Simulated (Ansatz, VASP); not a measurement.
One calculation of CuO, two programs

Contents of INCAR:

```
SYSTEM = CuO
ALGO = Normal
EDIFF = 1E-6
ENCUT = 520
GGA = PE
ISIF = 2
ISMEAR = -1
LASPH = .TRUE.
LCHARG = .FALSE.
LREAL = .FALSE.
LWAVE = .FALSE.
NBANDS = 25
NELM = 100
PREC = Accurate
SIGMA = 0.05
```

KPOINTS

```
k-points
0
G
  9 9 5
  0 0 0
```

Contents of POSCAR:

```
CuO
1.0
    3.2659564870      0.0000000000      0.0000000000
   -1.6329782385      2.8284012808      0.0000000000
    0.0000000000      0.0000000000      5.3488826646
Cu O
2 2
Direct
    0.6666666667      0.3333333333      0.0000000000
    0.3333333333      0.6666666667      0.5000000000
    0.6666666667      0.3333333333      0.6252000000
    0.3333333333      0.6666666667      0.1252000000
```

Contents of input.yaml:

```yaml
crystal:
  lattice:
    - [3.265956487, 0.0, 0.0]
    - [-1.6329782385, 2.8284012808, 0.0]
    - [0.0, 0.0, 5.3488826646]
  atoms:
    - { symbol: Cu, position: [0.6666666667, 0.3333333333, 0.0] }
    - { symbol: Cu, position: [0.3333333333, 0.6666666667, 0.5] }
    - { symbol: O, position: [0.6666666667, 0.3333333333, 0.6252] }
    - { symbol: O, position: [0.3333333333, 0.6666666667, 0.1252] }
hamiltonian:
  xc: pbe
  pseudopotentials: { kind: paw }
kpoints:
  mp_grid: { grid: [9, 9, 5] }
scf:
  occupations: { method: fermi_dirac, width: 0.05 }
output:
  forces: true
  stress: true
  eigenvalues: true
  write_density: true
  write_potential: true
  elf: true
  volumetric_format: npy
```

Measurements of this composition are mostly on another form, of space group No. 15.

Alike in both runs: task single point; functional PBE; k mesh 9 × 9 × 5; occupations fermi-dirac, width 0.05 eV; no spin polarisation.

|  | VASP | Ansatz |
| --- | --- | --- |
| version | VASP 6.6.1 | Ansatz 0.2.0 |
| potentials or method | VASP PAW PBE potentials, release 64 (Cu, O) | Ansatz PAW |
| plane-wave cutoff (eV) | 520 | 420 |
| valence electrons in the cell | 34 | 50 |

|  | VASP | Ansatz | Ansatz less VASP |
| --- | --- | --- | --- |
| gap on the k mesh at the Fermi level (eV) | none | none | - |
| pressure (GPa) | -6.7 | -7.2 | -0.43 |
| largest component of the traceless stress (GPa) | 1.00 | 1.04 | +0.039 |
| rms of the force components (eV/Å) | 0.047 | 0.048 | +0.0012 |

Atom by atom the forces differ by 0.001 eV/Å (rms over components). A gap of «none» marks a metal or a gap that the smearing closes. The functional is the same, so the differences come from potentials, cutoffs and numerics. The two sets of potentials don't hold the same shells in valence.

Caveats: the run has no spin polarisation, though such a crystal can be magnetic; semilocal functionals often make such compounds metallic where correlation or magnetic order opens a gap, which also shifts bond lengths; the pressure holds a Pulay correction of +0.6 GPa for the finite cutoff (Ansatz).
